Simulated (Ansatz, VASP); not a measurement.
# Cross-check of BN between VASP and Ansatz

Wanted: the spread between two codes on one cell, functional and k mesh. Of the first pair: The cell is taken from a series of runs on this material, whose earlier steps may have relaxed, scaled, displaced or heated it; both programs get it as it stands.

Program: Ansatz 0.2.0. Level of theory: plane waves, with VASP 6.6.1 beside it; relaxation of cell and atoms at LDA and single point at LDA. Results are calculated unless marked as measured.

## Step 1: Starting point

It takes space group F-43m (No. 216, cubic). Conventional cell: a = 3.580 Å, b = 3.580 Å, c = 3.580 Å, α = 90.00°, β = 90.00°, γ = 90.00°. Nearest to B lie 4 N at 1.55 Å. Nearest to N lie 4 B at 1.55 Å. Farther neighbours and most contacts between anions are not listed.

Structure file:

```cif
data_structure
_symmetry_space_group_name_H-M 'F-43m'
_symmetry_Int_Tables_number 216
_cell_length_a 3.5799
_cell_length_b 3.5799
_cell_length_c 3.5799
_cell_angle_alpha 90.000
_cell_angle_beta 90.000
_cell_angle_gamma 90.000
_cell_volume 45.88
loop_
_atom_site_label
_atom_site_type_symbol
_atom_site_symmetry_multiplicity
_atom_site_Wyckoff_symbol
_atom_site_fract_x
_atom_site_fract_y
_atom_site_fract_z
_atom_site_occupancy
B1 B 4 a 0.00000 0.00000 0.00000 1
N1 N 4 d 0.25000 0.25000 0.75000 1
```

## Step 2: VASP: relaxation of cell and atoms, LDA

The relaxed volume is the usual yardstick between codes: in a stiff, nearly cubic crystal its relative difference is about their pressure difference at one cell divided by the bulk modulus.

Lines of VASP's logs that name or quote its potential files are left out, and so is its time.

INCAR

```
SYSTEM = BN
PREC = Accurate
ENCUT = 600
EDIFF = 1E-07
NELM = 120
ISMEAR = 0
SIGMA = 0.02
LREAL = .FALSE.
ALGO = Normal
GGA = CA
NBANDS = 10
LORBIT = 11
LWAVE = .FALSE.
LCHARG = .FALSE.
ISIF = 3
IBRION = 2
NSW = 80
EDIFFG = -0.005
LASPH = .TRUE.
GGA_COMPAT = .FALSE.
NELMIN = 4
EFERMI = MIDGAP
```

POSCAR

```
BN
1.0
    0.0000000000      1.7899410000      1.7899410000
    1.7899410000      0.0000000000      1.7899410000
    1.7899410000      1.7899410000      0.0000000000
B N
1 1
Direct
    0.0000000000      0.0000000000      0.0000000000
    0.2499998603      0.2499998603      0.2499998603
```

KPOINTS

```
Automatic mesh
0
Gamma
12 12 12
0 0 0
```

The projector-augmented-wave data sets are B and N (LDA family, release 64).

On the command line:

```bash
> mpirun -np 1 vasp_std
```

Numbers of over 12 decimals in the logs are rounded to 6 here.

Output:

```text
[banner, memory and clock lines left out]
running    1 mpi-ranks, on    1 nodes
 distrk:  each k-point on    1 cores,    1 groups
 distr:  one band on    1 cores,    1 groups

 POSCAR found type information on POSCAR B N
 POSCAR found :  2 types and       2 ions
 LDA part: xc-table for (Slater(with rela. corr.)+CA(PZ))
 , standard interpolation
 POSCAR, INCAR and KPOINTS ok, starting setup
 FFT: planning ... GRIDC
 FFT: planning ... GRID_SOFT
 FFT: planning ... GRID
 WAVECAR not read
 entering main loop
       N       E                     dE             d eps       ncg     rms          rms(c)
DAV:   1     0.108322679951E+02    0.10832E+02   -0.52865E+03  1472   0.873E+02
DAV:   2    -0.200471678680E+02   -0.30879E+02   -0.29895E+02  1730   0.169E+02
DAV:   3    -0.206006876775E+02   -0.55352E+00   -0.55223E+00  1708   0.196E+01
DAV:   4    -0.206013773313E+02   -0.68965E-03   -0.68964E-03  1576   0.824E-01
DAV:   5    -0.206013779547E+02   -0.62346E-06   -0.62346E-06  1618   0.252E-02    0.665E+00
DAV:   6    -0.195681032357E+02    0.10333E+01   -0.33274E+00  1470   0.113E+01    0.316E+00
DAV:   7    -0.194488540920E+02    0.11925E+00   -0.10002E-01  1602   0.274E+00    0.179E+00
DAV:   8    -0.194164030436E+02    0.32451E-01   -0.50219E-02  1606   0.161E+00    0.188E-01
DAV:   9    -0.194162529440E+02    0.15010E-03   -0.86428E-04  1574   0.280E-01    0.815E-02
DAV:  10    -0.194162373008E+02    0.15643E-04   -0.44002E-05  1620   0.671E-02    0.138E-02
DAV:  11    -0.194162377766E+02   -0.47573E-06   -0.17287E-06  1616   0.959E-03    0.610E-03
DAV:  12    -0.194162377087E+02    0.67843E-07   -0.49011E-07  1556   0.441E-03
   1 F= -.19416238E+02 E0= -.19416238E+02  d E =-.194162E+02
 curvature:   0.00 expect dE= 0.000E+00 dE for cont linesearch  0.000E+00
 trial: gam= 0.00000 g(F)=  0.632E-40 g(S)=  0.341E-03 ort = 0.000E+00 (trialstep = 0.100E+01)
 search vector abs. value=  0.341E-03
 bond charge predicted
       N       E                     dE             d eps       ncg     rms          rms(c)
DAV:   1    -0.194166433978E+02   -0.40562E-03   -0.12425E-02  1532   0.103E+00    0.146E-01
DAV:   2    -0.194162509275E+02    0.39247E-03   -0.16434E-03  1556   0.265E-01    0.386E-02
DAV:   3    -0.194162301477E+02    0.20780E-04   -0.40135E-05  1554   0.591E-02    0.156E-02
DAV:   4    -0.194162230017E+02    0.71459E-05   -0.73466E-06  1594   0.200E-02    0.475E-03
DAV:   5    -0.194162228557E+02    0.14601E-06   -0.27972E-07  1448   0.401E-03    0.281E-03
DAV:   6    -0.194162228424E+02    0.13294E-07   -0.13925E-08   752   0.109E-03
   2 F= -.19416223E+02 E0= -.19416223E+02  d E =0.148663E-04
 trial-energy change:    0.000015  1 .order    0.000015   -0.000341    0.000370
 step:   0.4795(harm=  0.4795)  dis= 0.00000  next Energy=   -19.416319 (dE=-0.817E-04)
 bond charge predicted
       N       E                     dE             d eps       ncg     rms          rms(c)
DAV:   1    -0.194164331059E+02   -0.21025E-03   -0.33709E-03  1534   0.536E-01    0.760E-02
DAV:   2    -0.194163267392E+02    0.10637E-03   -0.44347E-04  1552   0.138E-01    0.202E-02
DAV:   3    -0.194163210846E+02    0.56545E-05   -0.10971E-05  1542   0.309E-02    0.814E-03
DAV:   4    -0.194163191602E+02    0.19244E-05   -0.19847E-06  1594   0.104E-02    0.248E-03
DAV:   5    -0.194163191221E+02    0.38066E-07   -0.74070E-08   790   0.209E-03
   3 F= -.19416319E+02 E0= -.19416319E+02  d E =-.814134E-04
 curvature:  -0.24 expect dE=-0.522E-10 dE for cont linesearch -0.522E-10
 trial: gam=-0.00080 g(F)=  0.175E-41 g(S)=  0.218E-09 ort = 0.272E-06 (trialstep = 0.896E+00)
 search vector abs. value=  0.100E-09
 reached required accuracy - stopping structural energy minimisation
```

From OUTCAR (step 2):

```text
ion  position               nearest neighbor table
   1  0.000  0.000  0.000-   2 1.55   2 1.55   2 1.55   2 1.55
   2  0.250  0.250  0.250-   1 1.55   1 1.55   1 1.55   1 1.55

  LATTYP: Found a face centered cubic cell.
 ALAT       =     3.5798820000

 Subroutine GETGRP returns: Found 24 space group operations
 (whereof 24 operations were pure point group operations)

The static configuration has the point symmetry T_d .

 Found     72 irreducible k-points:

   k-points           NKPTS =     72   k-points in BZ     NKDIM =     72   number of bands    NBANDS=     10

   dimension x,y,z NGX =    20 NGY =   20 NGZ =   20
   dimension x,y,z NGXF=    40 NGYF=   40 NGZF=   40

   ENCUT  =  600.0 eV  44.10 Ry    6.64 a.u.   5.06  5.06  5.06*2*pi/ulx,y,z

   NELECT =       8.0000    total number of electrons

 k-points in reciprocal lattice and weights: Automatic mesh
   0.00000000  0.00000000  0.00000000       0.001
   0.08333333  0.00000000  0.00000000       0.005
   0.16666667  0.00000000  0.00000000       0.005
   0.25000000  0.00000000  0.00000000       0.005
   0.33333333  0.00000000  0.00000000       0.005
   0.41666667  0.00000000  0.00000000       0.005
   0.50000000  0.00000000  0.00000000       0.002
   0.08333333  0.08333333  0.00000000       0.003
   0.16666667  0.08333333  0.00000000       0.014
[...]
-0.33333333  0.50000000  0.16666667       0.007
  -0.25000000  0.50000000  0.25000000       0.003

 average (electrostatic) potential at core
       1 -29.1977       2 -59.7945

 E-fermi :   9.9162

 k-point     1 :       0.0000    0.0000    0.0000
  band No.  band energies     occupation
      1     -12.6485      2.00000
      2       7.7286      2.00000
      3       7.7286      2.00000
      4       7.7286      2.00000
      5      16.5388      0.00000
      6      16.5388      0.00000
      7      16.5388      0.00000
      8      18.6091      0.00000
      9      32.7298      0.00000
    ...

 k-point     2 :       0.0833    0.0000    0.0000
  band No.  band energies     occupation
      1     -12.4753      2.00000
      2       6.8067      2.00000
      3       7.5410      2.00000
      4       7.5410      2.00000
      5      16.8060      0.00000
      6      16.8217      0.00000
      7      16.8217      0.00000
      8      19.1224      0.00000
      9      32.4099      0.00000
    ...

 k-point     3 :       0.1667    0.0000    0.0000
  band No.  band energies     occupation
      1     -11.9615      2.00000
      2       4.6781      2.00000
      3       7.0859      2.00000
      4       7.0859      2.00000
      5      17.2367      0.00000
      6      17.4754      0.00000
      7      17.4754      0.00000
      8      20.3459      0.00000
      9      31.7161      0.00000
    ...

  Total        0.0000548      0.0000548      0.0000548      0.0000000     -0.0000000     -0.0000000
  in kB        0.0076427      0.0076427      0.0076427      0.0000000     -0.0000000     -0.0000000
  external PRESSURE =       0.0076427 kB  Pullay stress =       0.0000000 kB

  energy-cutoff  :      600.00
  volume of cell :       11.50
      direct lattice vectors                 reciprocal lattice vectors
    -0.000000000  1.791361884  1.791361884    -0.279117248  0.279117248  0.279117248
     1.791361884  0.000000000  1.791361884     0.279117248 -0.279117248  0.279117248
     1.791361884  1.791361884 -0.000000000     0.279117248  0.279117248 -0.279117248

 POSITION                                       TOTAL-FORCE (eV/Angst)
 -----------------------------------------------------------------------------------
      0.00000      0.00000      0.00000        -0.000000      0.000000     -0.000000
      0.89568      0.89568      0.89568         0.000000     -0.000000      0.000000
 -----------------------------------------------------------------------------------
    total drift:                                0.000320      0.000320      0.000320

  FREE ENERGIE OF THE ION-ELECTRON SYSTEM (eV)
  ---------------------------------------------------
  free  energy   TOTEN  =       -19.4163191221 eV

  energy  without entropy=      -19.4163191221  energy(sigma->0) =      -19.41631912

 reached required accuracy - stopping structural energy minimisation

 total charge
# of ion       s       p       d       tot
------------------------------------------
    1        0.682   1.411   0.000   2.093
    2        1.200   2.759   0.000   3.958
--------------------------------------------------
tot          1.882   4.169   0.000   6.051

[... 3 further parts left out ...]
```

CONTCAR:

```
BN
   1.00000000000000
    -0.0000000000000000    1.7913618835529201    1.7913618835529201
     1.7913618835529201    0.0000000000000000    1.7913618835529201
     1.7913618835529201    1.7913618835529201   -0.0000000000000000
  B               N
     1     1
Direct
     0.0000000000000000    0.0000000000000000    0.0000000000000000
     0.2499998603000009    0.2499998603000009    0.2499998603000009
```

The run keeps the 24 symmetry operations of its start, so it cannot find a distortion of lower symmetry.

## Step 3: Ansatz: relaxation of cell and atoms, LDA

Ansatz runs on its PAW soft_1 files.

The same cell, functional (in two slightly different forms), mesh and smearing now go to Ansatz, which takes its cutoff from its data sets.

input.yaml

```yaml
crystal:
  lattice:
    - [0.0, 1.7899407144, 1.7899407144]
    - [1.7899407144, 0.0, 1.7899407144]
    - [1.7899407144, 1.7899407144, 0.0]
  atoms:
    - { symbol: B, position: [0.0, 0.0, 0.0] }
    - { symbol: "N", position: [0.25, 0.25, 0.25] }
kpoints:
  mp_grid: { grid: [12, 12, 12] }
hamiltonian:
  xc: lda
  pseudopotentials: { kind: paw, azcp: { folder: soft_1 }, xc_functional: pbe }
scf:
  occupations: { method: gaussian, width: 0.02 }
output:
  forces: true
  stress: true
  eigenvalues: true
relax:
  adjacent_minimum: "off"
  f_tol: 0.005
  max_steps: 80
  cell: { stress_tol: 0.05 }
```

On the command line:

```bash
> ansatz run input.yaml --threads 4 --pin off --max-ram 10240MiB --backend cpu --events-out ev --progress --plain --runs-dir out
```

Output:

```text
Engine: ansatz 0.2.0, x86_64-unknown-linux-gnu
Pseudopotentials: kind: paw
Pseudopotential: B, paw, valence charge 3, recommended cutoff 420 eV (normal), soft_1/B.paw.azcp
Pseudopotential: N, paw, valence charge 5, recommended cutoff 420 eV (normal), soft_1/N.paw.azcp
Functional definition: SPW92
  exchange = slater_x
  correlation = pw_c
Crystal: 2 atoms, lattice volume = 11.470 Å³
Basis set: ecut = 420 eV, 229 PW (Γ)
Bands: 8, of which v1, the nominal top of the filled ones, is band 4 counted from 1 (3 counted from 0)
Symmetry: 24 space group operations
Space group: F-43m (ITA 216), of the structure as read, at distance tolerance 2.3e-5 Å
k-points: 72 of 1728 (time reversal used)
Non-local potential: B, projectors of the file, l = 0: 2, l = 1: 2, l = 2: 1
Non-local potential: N, projectors of the file, l = 0: 2, l = 1: 2, l = 2: 1
PAW form: soft (Blöchl's): semilocal exchange-correlation on the pseudo side does not see the compensation charge
PAW frozen core: B, regenerated for the run's functional, and the local potential with it (the file was generated under x = pbe(κ = 0.804, μ = 0.219515), c = pbe(β = 0.066725))
PAW frozen core: N, regenerated for the run's functional, and the local potential with it (the file was generated under x = pbe(κ = 0.804, μ = 0.219515), c = pbe(β = 0.066725))
PAW one-centre angular grid: B, 110 points (default); XC on 64 Gauss nodes
PAW one-centre angular grid: N, 110 points (default); XC on 64 Gauss nodes
Initial density: superposition of atomic densities (chi_scale 0.1, normalization cell, long waves kept (reshape's long-wave potential 0.00 eV rms))
Initial wavefunctions: pseudopotential atomic-orbital guess
Functional: x = slater, c = lda
SCF iter   1: F=—  HF=-527.250098 eV  |F-HF|=—  |Δ(HF+E_count)|=         —  Δρ=1.50e-1  dr2=2.05e0  ethr=3.10e-3  ⟨swp⟩=4.7  Hψ=3700  notcnv=0
preconditioner: auto → none  [insulator: Δε(μ)=5.874 eV  Ē_g=20.656 eV  σ=0.020 eV  W_gap=1.00  n_scr=0 (ndim 8)  ℏωp=31.0 eV  f_vac=0.000  D(μ)=0.00/eV (n_scr^D=0)  ε∞_Penn≈3.3]
SCF iter   2: F=—  HF=-526.555291 eV  |F-HF|=—  |Δ(HF+E_count)|=   6.95e-1  Δρ=6.47e-2  dr2=2.67e-1  ethr=3.10e-3  ⟨swp⟩=2.1  Hψ=1704  notcnv=0
SCF iter   3: F=—  HF=-526.480925 eV  |F-HF|=—  |Δ(HF+E_count)|=   7.44e-2  Δρ=2.18e-2  dr2=3.34e-2  ethr=3.10e-3  ⟨swp⟩=3.0  Hψ=1130  notcnv=0
SCF iter   4: F=—  HF=-526.471180 eV  |F-HF|=—  |Δ(HF+E_count)|=   9.75e-3  Δρ=2.91e-3  dr2=3.27e-4  ethr=4.18e-4  ⟨swp⟩=3.0  Hψ=1151  notcnv=0
SCF iter   5: F=—  HF=-526.471162 eV  |F-HF|=—  |Δ(HF+E_count)|=   1.86e-5  Δρ=1.64e-4  dr2=1.33e-6  ethr=4.09e-6  ⟨swp⟩=2.9  Hψ=947  notcnv=0
SCF iter   6: F=—  HF=-526.471162 eV  |F-HF|=—  |Δ(HF+E_count)|=   2.01e-7  Δρ=1.47e-5  dr2=5.32e-9  ethr=1.25e-9  ⟨swp⟩=5.1  Hψ=2916  notcnv=0
SCF iter   7: F=-526.471162 eV  HF=-526.471162 eV  |F-HF|=1.60e-11  |Δ(HF+E_count)|=  2.83e-11  Δρ=8.22e-7  dr2=3.85e-11  ethr=6.65e-11  ⟨swp⟩=2.0  Hψ=1728  notcnv=0
SCF 1 converged in 7 iterations: F = -526.471162 eV  dr2 = 3.85e-11
  greatest PAW one-centre occupation: 0.784 electrons in one spin orbital (limit 2), on the N atom at site 1 (counted from 0), in its partial waves of l = 0
relax step   1: F+E_penalty+E_count = -526.47116158 eV  Δ(F+E_penalty+E_count) = +0.000e0 eV  max|allowed force component| = 3.562e-16 eV/Å  Δτ_max = 0.0000 Å  P = -0.018 GPa  Ω = 11.470 Å³  (7 SCF iters, dr2 threshold 1.00e-7 eV, accepted)
Initial density: handed on by an earlier stage of this run
Initial wavefunctions: pseudopotential atomic-orbital guess (no wavefunctions were taken with the density)
iter 1 solved again at ethr=5.78e-9 eV; its pass at ethr=3.10e-3 eV (dr2=4.63e-7 eV) is discarded
SCF iter   1: F=—  HF=-526.471162 eV  |F-HF|=—  |Δ(HF+E_count)|=         —  Δρ=8.30e-7  dr2=3.97e-11  ethr=5.78e-9  ⟨swp⟩=3.1  Hψ=5481  notcnv=0
preconditioner: auto → none  [insulator: Δε(μ)=4.389 eV  Ē_g=20.262 eV  σ=0.020 eV  W_gap=1.00  n_scr=0 (ndim 8)  ℏωp=31.0 eV  f_vac=0.000  D(μ)=0.00/eV (n_scr^D=0)  ε∞_Penn≈3.3]
SCF iter   2: F=-526.471162 eV  HF=-526.471162 eV  |F-HF|=2.05e-12  |Δ(HF+E_count)|=  3.51e-10  Δρ=4.23e-7  dr2=6.99e-12  ethr=1.00e-12  ⟨swp⟩=3.8  Hψ=2451  notcnv=0
SCF 2 converged in 2 iterations: F = -526.471162 eV  dr2 = 6.99e-12
relax step   2: F+E_penalty+E_count = -526.47116158 eV  Δ(F+E_penalty+E_count) = -5.798e-12 eV  max|allowed force component| = 3.377e-16 eV/Å  Δτ_max = 0.0000 Å  P = -0.018 GPa  Ω = 11.470 Å³  stress off target by 1.83e-2 GPa  SCF on the basis re-selected at this cell (its energy is not comparable with the rows above)  (2 SCF iters)
basis re-selected at this cell: Δ(F+E_penalty+E_count) = -5.798e-12 eV, ΔP = +0.000 GPa vs the last step (what re-selecting the basis moved, of the pressure what is left beyond the Pulay correction that the steps carried, after the strain that the cell walked since its last selection, with what the two solves' SCF thresholds leave and, on support functions, any second-order correction that the steps lacked; it is no  [...]
SCF converged after 2 iterations
Free energy (F): -526.471162 eV
Harris-Foulkes:  -526.471162 eV  (|F-HF|=2.05e-12)
Internal energy: -526.471162 eV  (E = F + TS)
E sigma→0 (E₀):  -526.471162 eV
Fermi energy:    13.583180 eV
--- Per-component energies (eV) ---
  E_band       = 27.328426
  E_kinetic    = 184.954449
  E_local      = -157.047448  (includes V_loc(G=0)·N_el)
  E_nonlocal   = 44.152846
  E_hartree    = 47.766872
  E_xc         = -92.793679
  E_vxc        = -115.206101  (∫ρ·V_xc dr)
  E_paw        = -191.730604  (= ΣΔE_a)
  E_vpaw       = -25.059985  (= ΣTr[D̂ρ^β])
  E_aug_tail   = 0.000921  (compensation charges beyond the density's cutoff)
  E_ewald      = -361.900396
  E_core_change = 0.125878  (= ΣΔE_core)
  E_smearing   = -0.000000  (= −TS)
  E_closure    = -0.000000  (closes the sum)
  Σ components = -526.471162   (vs F -526.471162, Δ=0.00e0)
--- Forces (eV/Å), atoms counted from 1 ---
  atom   1  B      0.00000000    -0.00000000     0.00000000
  atom   2  N     -0.00000000    -0.00000000     0.00000000
  max |Σ_I F_I| component: 5.09e-16 eV/Å
--- Stress (GPa, compression-positive) ---
       -0.018291      -0.000000      -0.000000
       -0.000000      -0.018291       0.000000
       -0.000000       0.000000      -0.018291
  P = ⅓ Tr σ = -0.0183 GPa (-0.183 kbar)
--- Band table (eV; the first three rows and the last of 72) ---
  k-point 0: bands = ["-9.0233", "11.3888", "11.3888", "11.3888", "20.2167", "20.2167", "20.2167", "22.2769"]
  k-point 1: bands = ["-8.8495", "10.4650", "11.1995", "11.1995", "20.4830", "20.4995", "20.4995", "22.7933"]
  k-point 2: bands = ["-8.3340", "8.3334", "10.7434", "10.7434", "20.9127", "21.1537", "21.1537", "24.0223"]
  k-point 71: bands = ["-2.8271", "3.7569", "4.1421", "4.6197", "20.9549", "24.9576", "25.8180", "26.5036"]
--- Relaxed structure (1 steps of the walk, 1 accepted, 1 SCFs on fresh bases) ---
  F+E_penalty+E_count = -526.47116158 eV   max|allowed force component| = 3.377e-16 eV/Å   (the final SCF, on the basis selected at the relaxed cell)
  cell:  # Å, volume = 11.4695 Å³
    - [0.0, 1.7899407144, 1.7899407144]
    - [1.7899407144, 0.0, 1.7899407144]
    - [1.7899407144, 1.7899407144, 0.0]
  atoms:
    - { symbol: B, position: [0.0, 0.0, 0.0] }
    - { symbol: N, position: [0.250000, 0.250000, 0.250000] }
```

## Step 4: Side by side

Known differences besides the potentials themselves: the two LDA forms differ slightly; the cutoff is 420 eV in Ansatz and 600 eV in VASP; VASP's log shows a relativistic correction to its local exchange, Ansatz's none; Ansatz adds a Pulay correction to the stress that steers its cell, VASP none. Total energies have different zeros and are not compared.

Both answers:

| quantity | Ansatz | VASP | difference |
| --- | --- | --- | --- |
| volume (Å³) | 11.47 | 11.50 | -0.24 % |
| edge a after relaxation, in the typed setting (Å) | 2.531 | 2.533 | -0.08 % |

## Step 5: Ansatz: relaxation, LDA

This run makes the geometry at which the two programs are then compared.

The structure compared here is the end of the Ansatz relaxation.

input.yaml, the sections that differ from step 3:

```yaml
crystal:
  lattice:
    - [0.0, 1.8078245685, 1.7899253154]
    - [1.8078245685, 0.0, 1.7899253154]
    - [1.8078245685, 1.8078245685, 0.0]
  atoms:
    - { symbol: B, position: [0.0, 0.0, 0.0] }
    - { symbol: "N", position: [0.25, 0.25, 0.25] }
  conventional_axes: [[-1, 1, 1], [1, -1, 1], [1, 1, -1]]
scf:
  occupations: { method: fixed }
relax:
  adjacent_minimum: "off"
  f_tol: 0.001
  max_steps: 60
  cell: { stress_tol: 0.01, fix: [a, b, gamma] }
# kpoints, hamiltonian, output: as in step 3
```

Output:

```text
[...]
Crystal: 2 atoms, lattice volume = 11.700 Å³
Basis set: ecut = 420 eV, 257 PW (Γ)
Bands: 8, of which v1, the nominal top of the filled ones, is band 4 counted from 1 (3 counted from 0)
Symmetry: 8 space group operations
[...]
k-points: 163 of 1728 (time reversal used)
[...]
P = ⅓ Tr σ = -5.9586 GPa (-59.586 kbar)
--- Band table (eV; the first three rows and the last of 163) ---
[...]
--- Relaxed structure (4 steps of the walk, 4 accepted, 2 SCFs on fresh bases) ---
[...]
cell:  # Å, volume = 11.6453 Å³
    - [0, 1.8078245685, 1.781599]
    - [1.8078245685, 0, 1.781599]
    - [1.8078245685, 1.8078245685, 0]
  atoms:
    - { symbol: B, position: [0, 0, 0] }
    - { symbol: N, position: [0.25, 0.25, 0.250000] }
[key lines of the parts left out:]
SCF converged after 5 iterations
Free energy (F): -526.464682 eV
Fermi energy:    11.234472 eV
```

[end of part 1 of 2]

[Lines on the potential files, build, host, timing and source positions are cut from VASP's logs without a mark.]

[Logs are printed without paths, hosts, clocks, repeated set-up lines and the standing remarks that a program may print on its own settings, such as how far it seeks lower states.]

[Hosts, paths, dates, database ids (printed as entryN), source tags and the programs' standing remarks are cut or masked in the printed files.]
